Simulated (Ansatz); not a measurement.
# C4H6O: harmonic frequencies at the relaxed geometry

At which frequencies does C4H6O vibrate? Aim: harmonic frequencies at the relaxed geometry, for C4H6O, run from a script. SMILES: CC(=O)C=C.

Computed with Ansatz 0.2.0, driven from Python. Level of theory: r2SCAN/def2-SVP.

## Step 1: The structure

Bond lengths: C1–C2 1.506 Å, C2–O3 1.229 Å, C2–C4 1.491 Å, C4–C5 1.338 Å, C1–H6 1.093 Å, C1–H7 1.094 Å, C1–H8 1.093 Å, C4–H9 1.083 Å, C5–H10 1.087 Å, C5–H11 1.085 Å. Angles (14 of 15 angles, heavy atoms first): C1–C2–O3 121.4°, C1–C2–C4 117.0°, O3–C2–C4 121.6°, C2–C4–C5 120.8°, C2–C1–H6 109.3°, C2–C1–H7 109.1°, C2–C1–H8 111.3°, C2–C4–H9 117.9°, C5–C4–H9 121.3°, C4–C5–H10 121.5°, C4–C5–H11 121.0°, H6–C1–H7 110.0°, H6–C1–H8 109.2°, H7–C1–H8 107.9°.

The script holds or builds the structure itself.

## Step 2: Script

File c4h6o.py:

```python
import ansatz as az
import numpy as np

BASIS = "def2-SVP"
FUNCTIONAL = "r2scan"

geometry = (
    az.Crystal.molecule()
    .atom("C", (1.6869, 0.2607, 0.3681))
    .atom("C", (0.2959, 0.5416, -0.135))
    .atom("O", (0.0025, 1.6259, -0.6334))
    .atom("C", (-0.7138, -0.5442, 0.0214))
    .atom("C", (-1.9715, -0.3783, -0.4053))
    .atom("H", (1.8425, 0.7888, 1.3122))
    .atom("H", (2.4125, 0.6021, -0.3755))
    .atom("H", (1.8445, -0.8097, 0.5251))
    .atom("H", (-0.3968, -1.4672, 0.4907))
    .atom("H", (-2.2946, 0.5468, -0.8763))
    .atom("H", (-2.708, -1.1664, -0.292))
)

model = (
    geometry.calculation()
    .basis(gaussian=BASIS)
    .functional(FUNCTIONAL)
)
symbols = [site.symbol for site in geometry.cartesian_sites]
start = np.array([site.position_ang for site in geometry.cartesian_sites], dtype=float)
report = model.relax(force_tolerance=0.003).run(threads=1).report
end = np.array(report["positions_ang"])

print("final positions (A) and the move of each atom")
for symbol, xyz, old in zip(symbols, end, start):
    print(f"{symbol:2s} {xyz[0]:10.5f} {xyz[1]:10.5f} {xyz[2]:10.5f}   {np.linalg.norm(xyz - old):7.4f}")

minimum = az.Crystal.molecule()
for symbol, place in zip(symbols, end):
    minimum = minimum.atom(symbol, place.tolist())
vibrating = (
    minimum.calculation()
    .basis(gaussian=BASIS)
    .functional(FUNCTIONAL)
    .phonons(temperatures=(298.15, 498.15, 100))
)
vib = vibrating.run(threads=1).report["vibrations"]
sums = vib["harmonic_sums"]
modes = [m["omega_inv_cm"] for m in sums["modes_at_gamma"] if m["rigid_motion"] == "no"]
for number, w in enumerate(modes, start=1):
    print(f"mode {number:2d} {w:9.1f} 1/cm {w / 8065.544 * 1000:8.2f} meV")
print("imaginary modes:", sum(w < 0 for w in modes), " zero-point energy:", round(sums["zero_point_energy_ev"], 4), "eV")
print("T (K)   F_vib (eV)   S_vib (meV/K)   C_vib (meV/K)")
for row in zip(sums["temperatures_k"], sums["vibrational_free_energy_ev"], vib["entropy_ev_per_k"], vib["heat_capacity_ev_per_k"]):
    print(f"{row[0]:6.1f} {row[1]:11.4f} {1000 * row[2]:13.4f} {1000 * row[3]:15.4f}")
```

## Step 3: Launch

Run with:

```bash
$ python c4h6o.py
```

Without the output at hand: what should come out? Wanted: moves of the relaxation of run 1; energy gained in run 1; last largest force component of run 1; highest frequency; imaginary modes; zero-point energy.

As calculated:

| quantity | value |
| --- | --- |
| runs compared | 2 |
| moves of the relaxation of run 1 | 18 |
| energy gained in run 1 | 0.065 eV |
| last largest force component of run 1 | 0.0029 eV/Å |
| highest frequency | 3254 cm⁻¹ |
| imaginary modes | 0 |
| zero-point energy | 2.416 eV |

Run 1: The relaxation took 18 moves; the largest shift is 0.597 Å, of atom 6 (H). All frequencies are real, so the geometry is a minimum. The values are harmonic; measured fundamentals also hold anharmonic shifts, mostly downward for stretches. The frequencies are harmonic and unscaled, in a modest basis. The result belongs to the one conformer reached from this start, and soft torsions count as harmonic oscillators.
